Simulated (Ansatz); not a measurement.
Space group Pnma (No. 62). a = 5.311 Å, b = 3.440 Å, c = 5.739 Å, α = 90.00°, β = 90.00°, γ = 90.00°
| atom | site | symmetry | x | y | z |
| --- | --- | --- | --- | --- | --- |
| Ni | 4c | .m. | 0.9930 | 0.7500 | 0.1889 |
| Ge | 4c | .m. | 0.8116 | 0.7500 | 0.5884 |

Equation of state of this NiGe structure (not necessarily the ground state), with shape and atoms relaxed at each volume where symmetry leaves them free. It has no gap at any of these volumes. These are results of Ansatz, DFT PBEsol, scalar-relativistic, plane waves, PAW, not measurements.

Settings: cutoff 420 eV, Γ-centred mesh 8×10×6 on the computed 8-atom cell, Gaussian smearing of 0.10 eV; no spin polarisation.

| V (Å³/atom) | E − E(largest V) (meV/atom) | P (GPa) |
| --- | --- | --- |
| 11.534 | 63.51 | 26.65 |
| 11.927 | 8.84 | 18.17 |
| 12.320 | -26.71 | 11.05 |
| 12.713 | -46.23 | 5.05 |
| 13.106 | -52.21 | 0.00 |
| 13.500 | -46.80 | -4.24 |
| 13.893 | -31.90 | -7.75 |
| 14.417 | 0.00 | -11.53 |

**Question.** Fit a third-order Birch–Murnaghan equation to E(V).

**Answer.** V0 = 13.11 Å³/atom, B0 = 153 GPa, B0' = 4.8.